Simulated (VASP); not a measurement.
# Eu (Im-3m) in VASP: reference runs

Aim: a first look at Eu with PBE, on the cell as given and on a disturbed one.

Program: VASP 6.6.1. These are calculated values, not measurements. Logs are shortened: lines on timing, memory, paths and dates and some standing lists are left out, and cuts for length are marked.

### Step 1. Starting point

The structure is cubic, space group Im-3m (No. 229). Conventional cell: a = 4.606 Å, b = 4.606 Å, c = 4.606 Å, α = 90.00°, β = 90.00°, γ = 90.00°. Eu (site symmetry m-3m) is surrounded by 8 Eu at 3.99 Å.

### Step 2. Single point, PBE, collinear spin, ferromagnetic start

Input file INCAR:

```
ALGO = Normal
EDIFF = 1E-7
ENCUT = 520
GGA = PE
ISIF = 2
ISMEAR = -1
ISPIN = 2
LASPH = True
LCHARG = False
LMAXMIX = 6
LORBIT = 11
LREAL = False
LWAVE = False
MAGMOM = 7
NBANDS = 18
NELM = 100
PREC = Accurate
SIGMA = 0.05
```

Input file KPOINTS:

```
k-points
0
Gamma
  8 8 8
```

Input file POSCAR:

```
Eu
1.0
   -2.3030000000      2.3030000000      2.3030000000
    2.3030000000     -2.3030000000      2.3030000000
    2.3030000000      2.3030000000     -2.3030000000
Eu
1
Direct
    0.0000000000      0.0000000000      0.0000000000
```

Potentials or basis: VASP PAW PBE potentials, release 64 (Eu).

On the command line:

```bash
cat potpaw_PBE.64/Eu/POTCAR > POTCAR
mpirun -np 1 vasp_std > vasp.out
```

OUTCAR:

```text
EDIFF = 1E-7
   ENCUT = 520
   GGA = PE
   ISIF = 2
   ISMEAR = -1
   ISPIN = 2
   LASPH = True
   LORBIT = 11
   LREAL = False
   NELM = 100
   PREC = Accurate

 ion  position               nearest neighbor table
   1  0.000  0.000  0.000-

  LATTYP: Found a body centered cubic cell.
 ALAT       =     4.6060000000

  Lattice vectors:

 A1 = (  -2.3030000000,   2.3030000000,   2.3030000000)
 A2 = (   2.3030000000,  -2.3030000000,   2.3030000000)
 A3 = (   2.3030000000,   2.3030000000,  -2.3030000000)

Analysis of symmetry for initial positions (statically):
=====================================================================
 Subroutine PRICEL returns:
 Original cell was already a primitive cell.

 Routine SETGRP: Setting up the symmetry group for a
 body centered cubic supercell.

 Subroutine GETGRP returns: Found 48 space group operations
 (whereof 48 operations were pure point group operations)
 out of a pool of 48 trial point group operations.

The static configuration has the point symmetry O_h .

Analysis of symmetry for dynamics (positions and initial velocities):
=====================================================================
 Subroutine PRICEL returns:
 Original cell was already a primitive cell.

 Routine SETGRP: Setting up the symmetry group for a
 body centered cubic supercell.

 Subroutine GETGRP returns: Found 48 space group operations
 (whereof 48 operations were pure point group operations)
 out of a pool of 48 trial point group operations.

The dynamic configuration has the point symmetry O_h .

Analysis of structural, dynamic, and magnetic symmetry:
=====================================================================
 Subroutine PRICEL returns:
 Original cell was already a primitive cell.

 Routine SETGRP: Setting up the symmetry group for a
 body centered cubic supercell.

 Subroutine GETGRP returns: Found 48 space group operations
 (whereof 48 operations were pure point group operations)
 out of a pool of 48 trial point group operations.

The overall configuration has the point symmetry O_h .

 Subroutine INISYM returns: Found 48 space group operations
 (whereof 48 operations are pure point group operations),
 and found     1 'primitive' translations

----------------------------------------------------------------------------------------

                                     Primitive cell

  volume of cell :      48.8587

  direct lattice vectors                    reciprocal lattice vectors
    -2.303000000  2.303000000  2.303000000     0.000000000  0.217108120  0.217108120
     2.303000000 -2.303000000  2.303000000     0.217108120  0.000000000  0.217108120
     2.303000000  2.303000000 -2.303000000     0.217108120  0.217108120  0.000000000

  length of vectors
     3.988913010  3.988913010  3.988913010     0.307037248  0.307037248  0.307037248

  position of ions in fractional coordinates (direct lattice)
     0.000000000  0.000000000  0.000000000

  ion indices of the primitive-cell ions
   primitive index   ion index
                 1           1

----------------------------------------------------------------------------------------

 KPOINTS: k-points

Automatic generation of k-mesh.
 Grid dimensions read from file:
 generate k-points for:    8    8    8

 Generating k-lattice:

  Cartesian coordinates                     Fractional coordinates (reciprocal lattice)
     0.000000000  0.027138515  0.027138515     0.125000000  0.000000000  0.000000000
     0.027138515  0.000000000  0.027138515     0.000000000  0.125000000  0.000000000
     0.027138515  0.027138515  0.000000000     0.000000000  0.000000000  0.125000000

  Length of vectors
     0.038379656  0.038379656  0.038379656

  Shift w.r.t. Gamma in fractional coordinates (k-lattice)
     0.000000000  0.000000000  0.000000000

 Subroutine IBZKPT returns following result:
 ===========================================

 Found     29 irreducible k-points:

 Following reciprocal coordinates:
            Coordinates               Weight
  0.000000  0.000000  0.000000      1.000000
  0.125000  0.000000  0.000000     12.000000
  0.250000  0.000000  0.000000     12.000000
  0.375000  0.000000  0.000000     12.000000
  0.500000  0.000000  0.000000      6.000000
  0.125000  0.125000  0.000000     24.000000
[... 21 lines left out ...]
  0.500000  0.500000  0.375000     12.000000
  0.500000  0.500000  0.500000      1.000000
   k-points           NKPTS =     29   k-points in BZ     NKDIM =     29   number of bands    NBANDS=     18
   number of dos      NEDOS =    301   number of ions     NIONS =      1
   total plane-waves  NPLWV =  27000
   dimension x,y,z NGX =    30 NGY =   30 NGZ =   30
   dimension x,y,z NGXF=    60 NGYF=   60 NGZF=   60
   ions per type =               1
   NGX,Y,Z   is equivalent  to a cutoff of  12.50, 12.50, 12.50 a.u.
   NGXF,Y,Z  is equivalent  to a cutoff of  25.01, 25.01, 25.01 a.u.
 SYSTEM =  unknown system
   PREC   = accura    normal or accurate (medium, high low for compatibility)
   ISTART =      0    job   : 0-new  1-cont  2-samecut
   ICHARG =      2    charge: 1-file 2-atom 10-const
   ISPIN  =      2    spin polarized calculation?
   LNONCOLLINEAR =      F non collinear calculations
   LSORBIT =      F    spin-orbit coupling
   LASPH  =      T    aspherical Exc in radial PAW
   ENCUT  =  520.0 eV  38.22 Ry    6.18 a.u.   7.42  7.42  7.42*2*pi/ulx,y,z
   NELM   =    100;   NELMIN=  2; NELMDL= -5     # of ELM steps
   EDIFF  = 0.1E-06   stopping-criterion for ELM
   LREAL  =      F    real-space projection
   EDIFFG = 0.1E-05   stopping-criterion for IOM
   NSW    =      0    number of steps for IOM
   IBRION =     -1    ionic relax: 0-MD 1-quasi-New 2-CG
   NFREE  =      0    steps in history (QN), initial steepest desc. (CG)
   ISIF   =      2    stress and relaxation
   ISYM   =      2    0-nonsym 1-usesym 2-fastsym
   POTIM  = 0.5000    time-step for ionic-motion
   TEBEG  =    0.0;   TEEND  =   0.0 temperature during run
   PSTRESS=    0.0 pullay stress
   NELECT =      17.0000    total number of electrons
   NUPDOWN=      -1.0000    fix difference up-down
   EMIN   =  10.00;   EMAX   =-10.00  energy-range for DOS
   EFERMI =   0.00;   METHOD = LEGACY
   ISMEAR =    -1;   SIGMA  =   0.05  broadening in eV -4-tet -1-fermi 0-gaus
   EFERMI_NEDOS =   21; number of points for ismear=-14 and -15
   IALGO  =     38    algorithm
   IMIX   =      4    mixing-type and parameters
     AMIX     =   0.40;   BMIX     =  1.00
     AMIX_MAG =   1.60;   BMIX_MAG =  1.00
  volume/ion in A,a.u.               =      48.86       329.71
  Fermi-wavevector in a.u.,A,eV,Ry     =   1.151447  2.175919 18.039008  1.325830
  Thomas-Fermi vector in A             =   2.288104
   LORBIT       =     11    0 simple, 1 ext, 2 COOP (PROOUT), +10 PAW based schemes
   GGA     = PE    functional components
   LHFCALC =     F    Hartree Fock is set to
   AEXX    =    0.0000 exact exchange contribution
   IVDW    =     0    specifies the selected vdW correction
   LEPSILON=     F    determine dielectric tensor
   LRPA    =     F    only Hartree local field effects (RPA)
 spin polarized calculation
  energy-cutoff  :      520.00
  volume of cell :       48.86
 maximum number of plane-waves:      1337
 NGX is ok and might be reduce to    30
   NGX = 15   NGY = 15   NGZ = 15

 number of electron      17.0000007 magnetization       7.3652092

 Free energy of the ion-electron system (eV)
  ---------------------------------------------------
  ext. energy  EPLUGINS =         0.00000000
  ---------------------------------------------------
  free energy    TOTEN  =       -11.40081282 eV

  energy without entropy =      -11.38694666  energy(sigma->0) =      -11.39387974

 E-fermi :   1.6069     XC(G=0):  -8.2445

 val. band max:        1.5984480301   @ k =   0.2500   0.2500   0.2500
 cond. band min:       1.6230919538   @ k =   0.2500   0.2500   0.1250
 fundamental gap:      0.0246439237
 Fermi energy:         1.6068529000

 spin component 1

 k-point     1 :       0.0000    0.0000    0.0000
  band No.  band energies     occupation
      1     -40.1852      1.00000
      2     -18.8359      1.00000
      3     -18.8359      1.00000
      4     -18.8359      1.00000
      5      -2.5777      1.00000
      6       1.0770      0.99998
[... 10 lines left out ...]
     17       4.7448      0.00000
     18      10.3502      0.00000
[... 568 lines left out ...]
 k-point    29 :       0.5000    0.5000    0.5000
  band No.  band energies     occupation
      1     -40.1540      1.00000
      2     -19.0292      1.00000
      3     -19.0292      1.00000
      4     -19.0292      1.00000
      5       0.7240      1.00000
      6       0.7240      1.00000
[... 10 lines left out ...]
     17       6.2006      0.00000
     18       6.2006      0.00000
 Fermi energy:         1.6068529000

 spin component 2

 k-point     1 :       0.0000    0.0000    0.0000
  band No.  band energies     occupation
      1     -37.0343      1.00000
      2     -16.5001      1.00000
      3     -16.5001      1.00000
      4     -16.5001      1.00000
      5      -1.8492      1.00000
      6       4.2253      0.00000
[... 10 lines left out ...]
     17       6.1479      0.00000
     18      11.3697      0.00000
[... 568 lines left out ...]
 k-point    29 :       0.5000    0.5000    0.5000
  band No.  band energies     occupation
      1     -36.9928      1.00000
      2     -16.7462      1.00000
      3     -16.7462      1.00000
      4     -16.7462      1.00000
      5       1.5405      0.79043
      6       1.5405      0.79043
[... 10 lines left out ...]
     17       7.4362      0.00000
     18       7.4362      0.00000

------------------------ aborting loop because EDIFF is reached ----------------------------------------

 total charge

# of ion       s       p       d       f       tot
--------------------------------------------------
    1        2.078   5.720   0.233   6.685  14.717

 magnetization (x)

# of ion       s       p       d       f       tot
--------------------------------------------------
    1       -0.005  -0.097   0.122   6.684   6.703

  FORCE on cell =-STRESS in cart. coord.  units (eV):
  Direction    XX          YY          ZZ          XY          YZ          ZX
  --------------------------------------------------------------------------------------
  -------------------------------------------------------------------------------------
  Total       -0.5603962     -0.5603962     -0.5603962      0.0000000      0.0000000     -0.0000000
  in kB      -18.3765486    -18.3765486    -18.3765486      0.0000000      0.0000000     -0.0000000
  external PRESSURE =     -18.3765486 kB  Pullay stress =       0.0000000 kB

 VOLUME and BASIS-vectors are now :
 -----------------------------------------------------------------------------
  energy-cutoff  :      520.00
  volume of cell :       48.86
      direct lattice vectors                 reciprocal lattice vectors
    -2.303000000  2.303000000  2.303000000     0.000000000  0.217108120  0.217108120
     2.303000000 -2.303000000  2.303000000     0.217108120  0.000000000  0.217108120
     2.303000000  2.303000000 -2.303000000     0.217108120  0.217108120  0.000000000

 POSITION                                       TOTAL-FORCE (eV/Angst)
 -----------------------------------------------------------------------------------
      0.00000      0.00000      0.00000        -0.000000      0.000000     -0.000000
 -----------------------------------------------------------------------------------
    total drift:                               -0.000000     -0.000000      0.000000

  FREE ENERGIE OF THE ION-ELECTRON SYSTEM (eV)
  ---------------------------------------------------
  free  energy   TOTEN  =       -11.4008128207 eV

  energy  without entropy=      -11.3869466569  energy(sigma->0) =      -11.39387974

 total charge

# of ion       s       p       d       f       tot
--------------------------------------------------
    1        2.078   5.720   0.233   6.685  14.717

 magnetization (x)

# of ion       s       p       d       f       tot
--------------------------------------------------
    1       -0.005  -0.097   0.122   6.684   6.703
```

It took 60 s on 1 thread of Intel Xeon 6975P-C (Granite Rapids), shared host; peak memory 0.22 GiB.

Results:

* Free energy: -11.4008 eV
* Pressure: -1.8 GPa
* Band gap on the k mesh: none (metal or under the smearing width)
* Net moment: 7.37 μB per cell
* Site moments: Eu +6.70 μB
* Valence electrons inside the program's atomic spheres: Eu 14.72

Caveat: spin-orbit coupling is left out, which moves the levels of the heavy elements. The state reached can hang on the start; a lower one may exist.

### Step 3. Single point, PBE, collinear spin, ferromagnetic start (cell strained at random at fixed volume)

Input file INCAR:

```
  ALGO = Normal
  EDIFF = 1E-7
  ENCUT = 520
  GGA = PE
  ISIF = 2
  ISMEAR = -1
  ISPIN = 2
  LASPH = True
  LCHARG = False
  LMAXMIX = 6
  LORBIT = 11
  LREAL = False
  LWAVE = False
  MAGMOM = 7
  NBANDS = 18
  NELM = 100
  PREC = Accurate
  SIGMA = 0.05
```

KPOINTS is that of step 2.

Input file POSCAR:

```
Eu
1.0
   -2.3423030000      2.2598760000      2.3128180000
    2.3088990000     -2.2839530000      2.3034910000
    2.3461390000      2.2877900000     -2.3368950000
Eu
1
Direct
   -0.0188590000     -0.0024510000     -0.0087430000
```

Potentials or basis: VASP PAW PBE potentials, release 64 (Eu).

On the command line:

```bash
cat potpaw_PBE.64/Eu/POTCAR > POTCAR
mpirun -np 1 vasp_std > vasp.out
```

Run time: 6.8 min. Hardware: 1 thread of Intel Xeon 6975P-C (Granite Rapids), shared host; peak memory 0.47 GiB.

The run converged. Its results:

```yaml
Free_energy: -11.4001 eV
Pressure: -1.8 GPa
Band_gap_on_the_k_mesh: none (metal or under the smearing width)
Net_moment: 7.37 μB per cell
Site_moments: Eu +6.70 μB
Valence_electrons_inside_the_program's_atomic_spheres: Eu 14.72
```

Stress tensor (GPa, compression positive):
```
-1.86 -0.01  0.18
-0.01 -1.80  0.13
 0.18  0.13 -1.85
```

Levels at points of the mesh, in eV from the Fermi level:
Spin up:
```tsv
k point	band 9	band 10	band 11	band 12	band 13	band 14	band 15	band 16
(0.00, 0.00, 0.00)	-0.42	-0.42	-0.41	-0.38	1.58	1.67	1.79	3.05
(0.50, 0.00, 0.00)	-0.44	-0.42	-0.41	-0.40	0.42	0.50	3.04	3.65
(0.00, 0.50, 0.00)	-0.44	-0.42	-0.41	-0.40	0.44	0.58	2.85	3.54
(0.50, 0.50, 0.00)	-0.44	-0.42	-0.41	-0.40	0.45	0.46	3.00	3.67
(0.00, 0.00, 0.50)	-0.44	-0.42	-0.41	-0.40	0.44	0.46	3.01	3.68
(0.50, 0.00, 0.50)	-0.44	-0.42	-0.41	-0.40	0.35	0.55	2.94	3.65
(0.00, 0.50, 0.50)	-0.44	-0.42	-0.42	-0.40	0.40	0.43	3.11	3.73
(0.50, 0.50, 0.50)	-0.51	-0.51	-0.38	-0.38	-0.38	4.04	4.17	4.40
```
Spin down:
```csv
k point,band 3,band 4,band 5,band 6,band 7,band 8
"(0.00, 0.00, 0.00)",-18.11,-18.10,-3.45,2.51,2.61,2.74
"(0.50, 0.00, 0.00)",-18.23,-18.11,-0.80,1.23,1.26,3.93
"(0.00, 0.50, 0.00)",-18.22,-18.10,-0.82,1.16,1.43,3.92
"(0.50, 0.50, 0.00)",-18.22,-18.11,-0.83,1.17,1.31,3.93
"(0.00, 0.00, 0.50)",-18.22,-18.11,-0.83,1.16,1.31,3.93
"(0.50, 0.00, 0.50)",-18.21,-18.10,-0.87,1.06,1.40,3.93
"(0.00, 0.50, 0.50)",-18.22,-18.11,-0.84,1.16,1.24,3.94
"(0.50, 0.50, 0.50)",-18.35,-18.34,-0.09,-0.04,3.76,3.80
```

Caveat: spin-orbit coupling is left out, which moves the levels of the heavy elements. The state reached can hang on the start; a lower one may exist.
